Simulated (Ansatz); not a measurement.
# P: the cost of one run

Computed with Ansatz 0.2.0 (DFT r2SCAN, scalar-relativistic, plane waves, PAW, unless a step's input says otherwise).

1 further run of the same task is left out (set aside as unsound or not needed).

## Step 1: The starting structure

Symmetry: Pmna, No. 53, orthorhombic system. The conventional cell has a = 3.290 Å, b = 34.859 Å, c = 4.636 Å, α = 90.00°, β = 90.00°, γ = 90.00°. P (site symmetry m) has 3 P at 2.21 to 2.25 Å as nearest neighbours.

Structure file:

```cif
data_structure
_symmetry_space_group_name_H-M 'Pmna'
_symmetry_Int_Tables_number 53
_cell_length_a 3.2905
_cell_length_b 34.8586
_cell_length_c 4.6361
_cell_angle_alpha 90.000
_cell_angle_beta 90.000
_cell_angle_gamma 90.000
_cell_volume 531.77
loop_
_atom_site_label
_atom_site_type_symbol
_atom_site_symmetry_multiplicity
_atom_site_Wyckoff_symbol
_atom_site_fract_x
_atom_site_fract_y
_atom_site_fract_z
_atom_site_occupancy
P1 P 4 h 0.00000 0.97013 0.59148 1
```

It goes back to an entry of the Materials Project, which need not be the stable form.

It is the result of an earlier relaxation at this level (volume 132.94 Å³/atom; gap on the mesh: 1.10 eV).

## Step 2: Zero of energy

Reference values: F = -3036.5192 eV; pressure 0.00 GPa; largest force 0.000 eV/Å; gap on the mesh 1.10 eV. It was computed beforehand with the settings of the runs below.

## Step 3: Next: random displacements

All atoms are moved at random with no net shift, in some cells together with a random strain.

## Step 4: At rms move = 0.306 Å

File input.yaml:

```yaml
crystal:
  lattice:
    - [3.3418328088, 0.1321955866, -0.1750002153]
    - [1.4004479999, 35.4743744779, -0.1292575223]
    - [-0.2465665073, -0.0171910062, 4.8111337957]
  atoms:
    - { symbol: P, position: [-0.0732497519, 0.9636691547, 0.5875147435] }
    - { symbol: P, position: [0.0775701847, 0.0279383626, 0.3950370295] }
    - { symbol: P, position: [0.4661905297, 0.0331923367, 0.0466218125] }
    - { symbol: P, position: [0.5294890375, 0.9752001459, 0.9708264146] }
basis:
  ecutwfc: 500
kpoints:
  mp_grid: { grid: [8, 1, 6] }
hamiltonian:
  xc: r2scan
scf:
  occupations: { method: gaussian, width: 0.05 }
output:
  forces: true
  stress: true
  eigenvalues: true
```

Launch:

```sh
$ ansatz run input.yaml --threads 2 --pin off --max-ram 5120MiB --backend cpu --events-out ev --progress --plain --runs-dir out
```

Q: Estimate wall time and peak memory on 2 threads of Arm Neoverse V2, shared host.

About 26 s, with a peak of 1.6 GiB.
